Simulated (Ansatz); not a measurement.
## Sb (sc type) under strong compression

```
CELL_PARAMETERS angstrom
3.11112 0.00000 0.00000
0.00000 3.11112 0.00000
0.00000 0.00000 3.11112
ATOMIC_POSITIONS crystal
Sb 0.00000 0.00000 0.00000
```

The cell comes from a relaxation on PAW files under the same functional, begun from a prototype that needn't be the stable phase.

Its volume is scaled at fixed shape and fractional positions.

All numbers are PBE results (scalar-relativistic) from Ansatz 0.2.0, with a Γ-centred 12×12×12 k mesh, Fermi–Dirac smearing of 0.05 eV, no spin polarisation. Methods: LAPW: all electrons, basis error target 1 meV/atom; PAW: frozen-core files, cutoff 420 eV; crystal datasets: all electrons, by PAW datasets that the program makes for each cell; norm-conserving: pseudopotentials, cutoff 1088 eV; PAW (partial waves polarizable): frozen-core files, cutoff 420 eV.

Energies are extrapolated to zero smearing and count from the unscaled cell; pressure is positive in compression; gaps take the mesh and a band path. No temperature or zero-point motion is included.

Spin–orbit coupling is left out, which matters for the heavy atoms.

```
V/V0  V (Å³/atom)  P LAPW (GPa)  ΔE LAPW (eV/atom)  P PAW − LAPW (GPa)  ΔE PAW − LAPW (meV/atom)
1.00        30.11          0.01              0.000               -0.01                       0.0
0.90        27.10          7.07              0.060               -0.01                      -0.1
0.80        24.09          20.1              0.303                0.00                      -0.2
0.70        21.08          43.9              0.881                0.02                      -0.1
0.60        18.07          89.7              2.084                0.03                       0.3
0.50        15.06             ?                  ?                   ?                         ?
0.40        12.05         409.8              9.854                0.11                       3.1
```

**Question.** Fit the Vinet equation to the LAPW pressures shown (residuals weighted by 1/(|P| + 0.03·Pmax)), and predict the pressure of the withheld row.

**Answer.** The fit gives V0 = 30.17 Å³/atom, B0 = 48.6 GPa and B0′ = 5.42. At 15.06 Å³/atom, x = (V/V0)^(1/3) = 0.7932, and P = 3·B0·(1 − x)/x²·exp[1.5·(B0′ − 1)·(1 − x)] = 188.6 GPa. The run itself gave 186.3 GPa (+1.2 % off) and ΔE = 4.557 eV/atom.

**Question.** At the smallest volume, how far do crystal datasets and norm-conserving and PAW (partial waves polarizable) lie from LAPW in pressure?

**Answer.** crystal datasets: 0.00 GPa; norm-conserving: +1.36 GPa; PAW (partial waves polarizable): +0.11 GPa, on a LAPW pressure of 409.8 GPa.
